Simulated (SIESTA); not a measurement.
The system is BaTiO3.

```
Ba Ti O
1.0
    -0.09159    0.02278   -3.96240
     3.88088    4.13178    0.06850
     3.92317   -4.17407    0.11386
Ba Ti O
2 2 6
Cartesian
  -0.0891 0.0216 -3.9524
  3.8099 -0.0081 -3.8705
  5.8057 -2.0917 -1.8364
  5.7813 2.0621 -1.8706
  5.7605 -2.0831 -3.8105
  5.8496 2.0349 0.1179
  1.9215 -0.0035 -1.9120
  5.8095 -0.0035 -1.8420
  3.8686 -2.0813 -1.8916
  3.8553 2.0567 -1.9035
```

Base run:

| Quantity | Value |
| --- | --- |
| Program | SIESTA 5.4.2 |
| Functional | LDA |
| Potentials or basis | PseudoDojo 0.4 standard (LDA files) |
| Basis | DZP (energy shift 0.003 Ry; two zetas on semicore shells; d shell added on Ba) |
| Grid cutoff | 800 Ry |
| Energy shift | 0.003 Ry |
| k mesh | 5 × 4 × 4 |
| Occupations | fermi-dirac, width 0.05 eV |
| Spin | no spin polarisation |

Its results: band gap on the k mesh 1.44 eV; pressure -5.8 GPa; largest force 0.257 eV/Å.

Question: The run is repeated on the same cell with these changes: functional from LDA to PBEsol; potentials or basis from PseudoDojo 0.4 standard (LDA files) to PseudoDojo 0.4 standard (PBEsol files). What comes out?

Answer: Band gap on the k mesh 1.47 eV; pressure -1.1 GPa; largest force 0.264 eV/Å.

Caveats: this set's barium file shifts pressures by up to 1 GPa against other sets; spin-orbit coupling is left out, which moves the levels of the heavy elements; an odd mesh through Γ misses points on the zone boundary, where band edges often lie; the basis of atomic orbitals isn't converged, which shifts pressures, moduli and gaps.
